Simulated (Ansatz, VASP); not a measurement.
## Two plane-wave programs on MgO2

```
Mg O
1.0
    -2.01154    2.01154    2.39099
     2.01154   -2.01154    2.39099
     2.01154    2.01154   -2.39099
Mg O
2 4
Direct
  0.25000 0.25000 0.00000
  0.75000 0.75000 0.00000
  0.62278 0.12278 0.74556
  0.37722 0.87722 0.25444
  0.12278 0.37722 0.50000
  0.87722 0.62278 0.50000
```

Alike in both runs: functional LDA; k mesh 8 × 8 × 8; no spin polarisation.

Ansatz relaxed the structure, and its values are those at the end. VASP's run is a single point on that final structure, the one shown.

|  | VASP | Ansatz |
| --- | --- | --- |
| version | VASP 6.6.1 | Ansatz 0.2.0 |
| potentials or method | VASP PAW LDA potentials, release 64 (Mg, O) | scalar-relativistic, plane waves, PAW |
| plane-wave cutoff (eV) | 520 | 600 |
| occupations | gaussian, width 0.01 eV | fixed |
| valence electrons in the cell | 28 | 44 |

```csv
,VASP,Ansatz,Ansatz less VASP
gap on the k mesh at the Fermi level (eV),3.72,3.78,+0.060
least direct gap on the mesh (eV),4.70,4.76,+0.056
rms of the force components (eV/Å),0.192,0.000,-0.1914
```

The two sets of potentials don't hold the same shells in valence.

 A k mesh can miss the band edges.
